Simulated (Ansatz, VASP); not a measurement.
One calculation of V, two programs

```
V
1.0
    -1.46337    1.46337    1.46337
     1.46337   -1.46337    1.46337
     1.46337    1.46337   -1.46337
V
1
Direct
  0.00000 0.00000 0.00000
```

Alike in both runs: functional LDA; k mesh 20 × 20 × 20; occupations gaussian, width 0.1 eV; no spin polarisation.

Ansatz relaxed the structure, and its values are those at the end. VASP's run is a single point on that final structure, the one shown.

|  | VASP | Ansatz |
| --- | --- | --- |
| version | VASP 6.6.1 | Ansatz 0.2.0 |
| potentials or method | VASP PAW LDA potentials, release 64 (V_sv) | scalar-relativistic, plane waves, PAW |
| plane-wave cutoff (eV) | 520 | 420 |
| valence electrons in the cell | 13 | 13 |

|  | VASP | Ansatz | Ansatz less VASP |
| --- | --- | --- | --- |
| gap on the k mesh at the Fermi level (eV) | none | none | - |
| pressure (GPa) | 0.4 | 0.0 | -0.42 |

A gap of «none» marks a metal or a gap that the smearing closes. Ansatz warned: «pseudo_functional_mismatch».
